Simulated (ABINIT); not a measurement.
# InP (F-43m) in ABINIT: settings compared

The runs below take InP through equation of state, band structure, with LDA-VWN, PW91, HLE16.

Everything below comes from runs of ABINIT 10.8.3 (patched build). Logs are shortened: lines on timing, memory, paths and dates and some standing lists are left out, and cuts for length are marked. The log counts tension as positive stress, the text compression.

**What was measured.**

A printed reference work, data compilation reports, for a bulk crystal of InP: bulk modulus 71 GPa.

The runs below are set against these values where they give the same quantity.

## (1) Starting point

Symmetry: F-43m, No. 216, cubic system. The conventional cell has a = 5.861 Å, b = 5.861 Å, c = 5.861 Å, α = 90.00°, β = 90.00°, γ = 90.00°. In (site symmetry -43m) has 4 P at 2.54 Å as nearest neighbours. Around P (site symmetry -43m) lie 4 In at 2.54 Å.

## (2) Equation of state, LDA-VWN

The input, run.abi:

```
# Datasets: one volume each
ndtset 7
getwfk -1
scalecart1 3*0.9795861087
scalecart2 3*0.9864848297
scalecart3 3*0.9932883884
scalecart4 3*1.0000000000
scalecart5 3*1.0066227096
scalecart6 3*1.0131594038
scalecart7 3*1.0196128224

# Pseudopotentials
pp_dirpath "./"
pseudos "In.LDA_PW-JTH_sp.xml, P.LDA_PW-JTH.xml"

# Structure
acell 3*1.0 Angstrom
rprim
     0.0000000000     2.9305000000     2.9305000000
     2.9305000000     0.0000000000     2.9305000000
     2.9305000000     2.9305000000     0.0000000000
ntypat 2
znucl 49 15
natom 2
typat 1 2
xred
     0.0000000000     0.0000000000     0.0000000000
     0.7500000000     0.7500000000     0.7500000000

# Plane-wave basis
ecut 20.0
pawecutdg 40.0

# k points
kptopt 1
ngkpt 8 8 8
nshiftk 1
shiftk 0.0 0.0 0.0

# Exchange and correlation
ixc -1007

# Bands and occupations
nband 8
occopt 3
tsmear 0.00183747

# SCF cycle
nstep 100
tolvrs 1.0e-9

# Output
iomode 3
prtwf 1
prtden 0
prteig 0
prtebands 0
enunit 2
```

Potentials or basis: JTH PAW LDA v2.0 sp.

Launch:

```console
> abinit run.abi > log 2>&1
```

run.abo:

```text
.Version 10.8.3 of ABINIT
 DATASET    1 : space group F-4 3 m (#216); Bravais cF (face-center cubic)
================================================================================
 Values of the parameters that define the memory need for DATASET  1.
     intxc =       0    ionmov =       0      iscf =      17    lmnmax =      13
     lnmax =       5     mgfft =      32  mpssoang =       3    mqgrid =    3001
     natom =       2  nloc_mem =       2    nspden =       1   nspinor =       1
    nsppol =       1      nsym =      24    n1xccc =       1    ntypat =       2
    occopt =       3   xclevel =       1
       mpw =        1384          nfft =       32768          nkpt =          29
 PAW method is used; the additional fine FFT grid is defined by:
   mgfftf=        45    nfftf =     91125
================================================================================
================================================================================
[... 71 lines left out ...]
 DATASET    7 : space group F-4 3 m (#216); Bravais cF (face-center cubic)
================================================================================
 Values of the parameters that define the memory need for DATASET  7.
     intxc =       0    ionmov =       0      iscf =      17    lmnmax =      13
     lnmax =       5     mgfft =      36  mpssoang =       3    mqgrid =    3001
     natom =       2  nloc_mem =       2    nspden =       1   nspinor =       1
    nsppol =       1      nsym =      24    n1xccc =       1    ntypat =       2
    occopt =       3   xclevel =       1
       mpw =        1556          nfft =       46656          nkpt =          29
 PAW method is used; the additional fine FFT grid is defined by:
   mgfftf=        48    nfftf =    110592
================================================================================
================================================================================

--------------------------------------------------------------------------------
------------- Echo of variables that govern the present computation ------------
--------------------------------------------------------------------------------
 -outvars: echo values of preprocessed input variables --------
            acell      1.8897261259E+00  1.8897261259E+00  1.8897261259E+00 Bohr
              amu      1.14820000E+02  3.09737620E+01
             ecut      2.00000000E+01 Hartree
           enunit           2
           getwfk          -1
              ixc       -1007
           jdtset        1    2    3    4    5    6    7
         kptrlatt        8    0    0      0    8    0      0    0    8
          kptrlen1     6.13745323E+01
          kptrlen2     6.18067616E+01
          kptrlen3     6.22330286E+01
          kptrlen4     6.26535348E+01
          kptrlen5     6.30684709E+01
          kptrlen6     6.34780179E+01
          kptrlen7     6.38823474E+01
            natom           2
            nband           8
           ndtset           7
            ngfft1         32      32      32
            ngfft2         32      32      32
            ngfft3         32      32      32
            ngfft4         32      32      32
            ngfft5         32      32      32
            ngfft6         32      32      32
            ngfft7         36      36      36
          ngfftdg1         45      45      45
          ngfftdg2         45      45      45
          ngfftdg3         48      48      48
          ngfftdg4         48      48      48
          ngfftdg5         48      48      48
          ngfftdg6         48      48      48
          ngfftdg7         48      48      48
             nkpt          29
            nstep         100
             nsym          24
           ntypat           2
           occopt           3
        pawecutdg      4.00000000E+01 Hartree
           prtden           0
        prtebands           0
           prteig           0
            rprim1     0.0000000000E+00  2.8706770915E+00  2.8706770915E+00
                       2.8706770915E+00  0.0000000000E+00  2.8706770915E+00
                       2.8706770915E+00  2.8706770915E+00  0.0000000000E+00
            rprim2     0.0000000000E+00  2.8908937934E+00  2.8908937934E+00
                       2.8908937934E+00  0.0000000000E+00  2.8908937934E+00
                       2.8908937934E+00  2.8908937934E+00  0.0000000000E+00
            rprim3     0.0000000000E+00  2.9108316222E+00  2.9108316222E+00
                       2.9108316222E+00  0.0000000000E+00  2.9108316222E+00
[... 14 lines left out ...]
           tolvrs      1.00000000E-09
           tsmear      1.83747000E-03 Hartree
            typat      1  2
           useylm           1
           xangst1     0.0000000000E+00  0.0000000000E+00  0.0000000000E+00
                       4.3060156373E+00  4.3060156373E+00  4.3060156373E+00
           xangst2     0.0000000000E+00  0.0000000000E+00  0.0000000000E+00
                       4.3363406902E+00  4.3363406902E+00  4.3363406902E+00
           xangst3     0.0000000000E+00  0.0000000000E+00  0.0000000000E+00
                       4.3662474333E+00  4.3662474333E+00  4.3662474333E+00
           xangst4     0.0000000000E+00  0.0000000000E+00  0.0000000000E+00
                       4.3957500000E+00  4.3957500000E+00  4.3957500000E+00
           xangst5     0.0000000000E+00  0.0000000000E+00  0.0000000000E+00
                       4.4248617757E+00  4.4248617757E+00  4.4248617757E+00
           xangst6     0.0000000000E+00  0.0000000000E+00  0.0000000000E+00
                       4.4535954493E+00  4.4535954493E+00  4.4535954493E+00
           xangst7     0.0000000000E+00  0.0000000000E+00  0.0000000000E+00
                       4.4819630641E+00  4.4819630641E+00  4.4819630641E+00
            xcart1     0.0000000000E+00  0.0000000000E+00  0.0000000000E+00
                       8.1371902484E+00  8.1371902484E+00  8.1371902484E+00
            xcart2     0.0000000000E+00  0.0000000000E+00  0.0000000000E+00
                       8.1944962930E+00  8.1944962930E+00  8.1944962930E+00
            xcart3     0.0000000000E+00  0.0000000000E+00  0.0000000000E+00
                       8.2510118469E+00  8.2510118469E+00  8.2510118469E+00
            xcart4     0.0000000000E+00  0.0000000000E+00  0.0000000000E+00
                       8.3067636180E+00  8.3067636180E+00  8.3067636180E+00
            xcart5     0.0000000000E+00  0.0000000000E+00  0.0000000000E+00
                       8.3617769011E+00  8.3617769011E+00  8.3617769011E+00
            xcart6     0.0000000000E+00  0.0000000000E+00  0.0000000000E+00
                       8.4160756747E+00  8.4160756747E+00  8.4160756747E+00
            xcart7     0.0000000000E+00  0.0000000000E+00  0.0000000000E+00
                       8.4696826975E+00  8.4696826975E+00  8.4696826975E+00
             xred      0.0000000000E+00  0.0000000000E+00  0.0000000000E+00
                       7.5000000000E-01  7.5000000000E-01  7.5000000000E-01
            znucl       49.00000   15.00000

================================================================================

 chkinp: Checking input parameters for consistency, jdtset=   1.

 chkinp: Checking input parameters for consistency, jdtset=   2.
[... 36 lines left out ...]
 getcut: wavevector=  0.0000  0.0000  0.0000  ngfft=  45  45  45
         ecut(hartree)=     40.000   => boxcut(ratio)=   2.01446

--- Pseudopotential description ------------------------------------------------
- pspini: atom type   1  psp file is ./In.LDA_PW-JTH_sp.xml
 Pseudopotential format is: paw10
 basis_size (lnmax)=  5 (lmn_size= 13), orbitals=   0   0   1   1   2
 Spheres core radius: rc_sph= 2.90115454
 Shapefunction is SIN type: shapef(r)=[sin(pi*r/rshp)/(pi*r/rshp)]**2
 Radius for shape functions =  2.20905649
 Compensation charge density is not taken into account in XC energy/potential

- pspini: atom type   2  psp file is ./P.LDA_PW-JTH.xml
 Pseudopotential format is: paw10
 basis_size (lnmax)=  4 (lmn_size=  8), orbitals=   0   0   1   1
 Spheres core radius: rc_sph= 1.60765221
 Shapefunction is SIN type: shapef(r)=[sin(pi*r/rshp)/(pi*r/rshp)]**2
 Radius for shape functions =  1.60765221
 Compensation charge density is not taken into account in XC energy/potential

   2.15944404E+02                                ecore*ucvol(ha*bohr**3)
--------------------------------------------------------------------------------

[... 1083 lines left out ...]
 getcut: wavevector=  0.0000  0.0000  0.0000  ngfft=  36  36  36
         ecut(hartree)=     20.000   => boxcut(ratio)=   2.23940

 getcut : COMMENT -
  Note that boxcut > 2.2 ; recall that boxcut=Gcut(box)/Gcut(sphere) = 2
  is sufficient for exact treatment of convolution.
  Such a large boxcut is a waste : you could raise ecut
  e.g. ecut=   25.074542 Hartrees makes boxcut=2

 Fine grid specifications (used for densities):

 getcut: wavevector=  0.0000  0.0000  0.0000  ngfft=  48  48  48
         ecut(hartree)=     40.000   => boxcut(ratio)=   2.11133
--------------------------------------------------------------------------------
[... 147 lines left out ...]
-Cartesian components of stress tensor (GPa)         [Pressure= -2.8450E+00 GPa]
- sigma(1 1)=  2.84496210E+00  sigma(3 2)=  0.00000000E+00
- sigma(2 2)=  2.84496210E+00  sigma(3 1)=  0.00000000E+00
- sigma(3 3)=  2.84496210E+00  sigma(2 1)=  0.00000000E+00

== END DATASET(S) ==============================================================
================================================================================

 -outvars: echo values of variables after computation  --------
            acell      1.8897261259E+00  1.8897261259E+00  1.8897261259E+00 Bohr
           etotal1    -8.8535458390E+00
           etotal2    -8.8548537487E+00
           etotal3    -8.8557063527E+00
           etotal4    -8.8561544237E+00
           etotal5    -8.8562421380E+00
           etotal6    -8.8560080006E+00
           etotal7    -8.8554872772E+00
            fcart1    -0.0000000000E+00 -0.0000000000E+00 -0.0000000000E+00
                      -0.0000000000E+00 -0.0000000000E+00 -0.0000000000E+00
            fcart2     2.8880148712E-31 -9.6267162375E-32 -9.6267162375E-32
                      -2.8880148712E-31  9.6267162375E-32  9.6267162375E-32
            fcart3     1.4341166632E-31 -4.7803888775E-32 -4.7803888775E-32
                      -1.4341166632E-31  4.7803888775E-32  4.7803888775E-32
            fcart4    -7.5972876225E-31 -6.6476266697E-31  2.2791862867E-30
                       7.5972876225E-31  6.6476266697E-31 -2.2791862867E-30
            fcart5    -0.0000000000E+00 -0.0000000000E+00 -0.0000000000E+00
                      -0.0000000000E+00 -0.0000000000E+00 -0.0000000000E+00
[... 38 lines left out ...]
                       0.0000000000E+00  0.0000000000E+00  0.0000000000E+00
           xangst1     0.0000000000E+00  0.0000000000E+00  0.0000000000E+00
                       4.3060156373E+00  4.3060156373E+00  4.3060156373E+00
           xangst2     0.0000000000E+00  0.0000000000E+00  0.0000000000E+00
                       4.3363406902E+00  4.3363406902E+00  4.3363406902E+00
           xangst3     0.0000000000E+00  0.0000000000E+00  0.0000000000E+00
                       4.3662474333E+00  4.3662474333E+00  4.3662474333E+00
           xangst4     0.0000000000E+00  0.0000000000E+00  0.0000000000E+00
                       4.3957500000E+00  4.3957500000E+00  4.3957500000E+00
           xangst5     0.0000000000E+00  0.0000000000E+00  0.0000000000E+00
                       4.4248617757E+00  4.4248617757E+00  4.4248617757E+00
           xangst6     0.0000000000E+00  0.0000000000E+00  0.0000000000E+00
                       4.4535954493E+00  4.4535954493E+00  4.4535954493E+00
           xangst7     0.0000000000E+00  0.0000000000E+00  0.0000000000E+00
                       4.4819630641E+00  4.4819630641E+00  4.4819630641E+00
             xred      0.0000000000E+00  0.0000000000E+00  0.0000000000E+00
                       7.5000000000E-01  7.5000000000E-01  7.5000000000E-01
 Calculation completed.
```

Run time: 43 s. Hardware: 1 thread of Arm Neoverse V2, shared host; peak memory 0.15 GiB.

Results:

```
Equilibrium volume                      : 25.55 Å³/atom
Bulk modulus                            : 73 GPa
Pressure derivative of the bulk modulus : 4.8
```

Energy against volume, from the lowest point:
| volume (Å³/atom) | energy (meV/atom) |
| --- | --- |
| 23.657 | 36.69 |
| 24.160 | 18.89 |
| 24.663 | 7.29 |
| 25.167 | 1.19 |
| 25.670 | 0.00 |
| 26.173 | 3.19 |
| 26.677 | 10.27 |

Caveat: pressures at fixed basis lie under the slope of the energies; this set keeps more shells in the core, which shifts pressures and gaps.

## (3) Equation of state, PW91

run.abi, as its differences from that of step 2:

```diff
@@ -13,3 +13,3 @@
 pp_dirpath "./"
-pseudos "In.LDA_PW-JTH_sp.xml, P.LDA_PW-JTH.xml"
+pseudos "In.GGA_PBE-JTH_sp.xml, P.GGA_PBE-JTH.xml"
 
@@ -30,3 +30,3 @@
 # Plane-wave basis
-ecut 20.0
+ecut 544.227725 eV
 pawecutdg 40.0
@@ -40,3 +40,3 @@
 # Exchange and correlation
-ixc -1007
+ixc -109134
 
@@ -45,3 +45,3 @@
 occopt 3
-tsmear 0.00183747
+tsmear 0.05 eV
 
@@ -57,2 +57 @@
 prtebands 0
-enunit 2
```

Potentials or basis: JTH PAW PBE v2.0 sp.

Launch:

```console
> abinit run.abi > log 2>&1
```

It took 69 s on 1 thread of Arm Neoverse V2, shared host; peak memory 0.16 GiB.

The run converged. Its results:

```
Equilibrium volume : 27.14 Å³/atom (rough: see the caveat)
Bulk modulus       : 61 GPa (rough)
```

Energy against volume, from the lowest point:
| volume (Å³/atom) | energy (meV/atom) |
| --- | --- |
| 23.657 | 109.94 |
| 24.160 | 76.77 |
| 24.663 | 50.41 |
| 25.167 | 30.16 |
| 25.670 | 15.36 |
| 26.173 | 5.48 |
| 26.677 | 0.00 |

Caveat: the cutoff is too short for stress, so the log's stress isn't used; pressures at fixed basis lie under the slope of the energies; the minimum lies outside the volumes run; the PAW data sets were made with another functional, which shifts forces and pressure a little; this set keeps more shells in the core, which shifts pressures and gaps.

## (4) Band structure, HLE16

The input, run.abi:

```
# Datasets: ground state, then fixed potential
ndtset 2

# Pseudopotentials
pp_dirpath "./"
pseudos "In.GGA_PBE-JTH.xml, P.GGA_PBE-JTH.xml"

# Structure
acell 4.1443528445 4.1443528445 4.1443528445 Angstrom
rprim
     0.0000000000     0.7071067812     0.7071067812
     0.7071067812     0.0000000000     0.7071067812
     0.7071067812     0.7071067812     0.0000000000
ntypat 2
znucl 49 15
natom 2
typat 1 2
xcart
     0.0000000000     0.0000000000     0.0000000000
     8.3067636123     8.3067636123     8.3067636123

# Plane-wave basis
ecut 20.0
pawecutdg 40.0

# Exchange and correlation
ixc -545

# Bands and occupations
occopt 3
tsmear 0.00183747

# SCF cycle
nstep 100

# Output
iomode 3
prtwf 0
prteig 0
prtebands 0
prtden1 1

# Dataset 1
kptopt1 1
ngkpt1 8 8 8
nshiftk1 1
shiftk1 0.0 0.0 0.0
nband1 13
tolvrs1 1.0e-9

# Dataset 2: bands along G-X-W-K-G-L-U-W-L-K
iscf2 -2
getden2 1
nband2 17
nbdbuf2 2
tolwfr2 1.0e-12
kptopt2 -9
ndivsm2 6
prteig2 1
kptbounds2
     0.0000000000     0.0000000000     0.0000000000
     0.5000000000     0.0000000000     0.5000000000
     0.5000000000     0.2500000000     0.7500000000
     0.3750000000     0.3750000000     0.7500000000
     0.0000000000     0.0000000000     0.0000000000
     0.5000000000     0.5000000000     0.5000000000
     0.6250000000     0.2500000000     0.6250000000
     0.5000000000     0.2500000000     0.7500000000
     0.5000000000     0.5000000000     0.5000000000
     0.3750000000     0.3750000000     0.7500000000
```

Potentials or basis: JTH PAW PBE v2.0.

Launch:

```console
> abinit run.abi > log 2>&1
```

It took 61 s on 1 thread of Arm Neoverse V2, shared host; peak memory 0.14 GiB.

The run converged. Its results:

```yaml
Free_energy: -1862.1334 eV
Band_gap_on_the_k_mesh: 1.30 eV, direct
Valence_electrons_inside_the_program's_atomic_spheres: In 11.33; P 1.73
```

Levels at the corners of the path, in eV from the valence-band top:
| point | band 6 | band 7 | band 8 | band 9 | band 10 | band 11 | band 12 | band 13 |
| --- | --- | --- | --- | --- | --- | --- | --- | --- |
| Γ | -11.12 | 0.00 | 0.00 | 0.00 | 1.30 | 4.87 | 4.87 | 4.87 |
| X | -9.16 | -5.27 | -1.91 | -1.91 | 3.08 | 3.19 | 10.07 | 10.07 |
| W | -9.13 | -5.14 | -2.39 | -2.28 | 4.59 | 5.42 | 6.51 | 7.52 |
| K | -9.19 | -5.14 | -2.64 | -1.59 | 3.38 | 5.12 | 8.17 | 8.66 |
| Γ | -11.12 | 0.00 | 0.00 | 0.00 | 1.30 | 4.87 | 4.87 | 4.87 |
| L | -9.73 | -5.08 | -0.80 | -0.80 | 2.22 | 5.65 | 5.65 | 8.60 |
| U | -9.19 | -5.14 | -2.64 | -1.59 | 3.38 | 5.12 | 8.17 | 8.66 |
| W | -9.13 | -5.14 | -2.39 | -2.28 | 4.59 | 5.42 | 6.51 | 7.52 |
| L | -9.73 | -5.08 | -0.80 | -0.80 | 2.22 | 5.65 | 5.65 | 8.60 |
| K | -9.19 | -5.14 | -2.64 | -1.59 | 3.38 | 5.12 | 8.17 | 8.66 |

Caveat: the cutoff is too short for stress, so the log's stress isn't used; the potentials were made for a functional far from this one; the potentials were made for another functional, which shifts forces and pressure; spin-orbit coupling is left out, which moves the levels of the heavy elements.

## (5) Comparison with measurements

Step 2. Against the measured bulk modulus of InP, 71 GPa (a printed reference work, data compilation), the calculated 73 GPa is off by +2.3 %. The fit is for a static lattice scaled at fixed shape and fixed fractional positions.
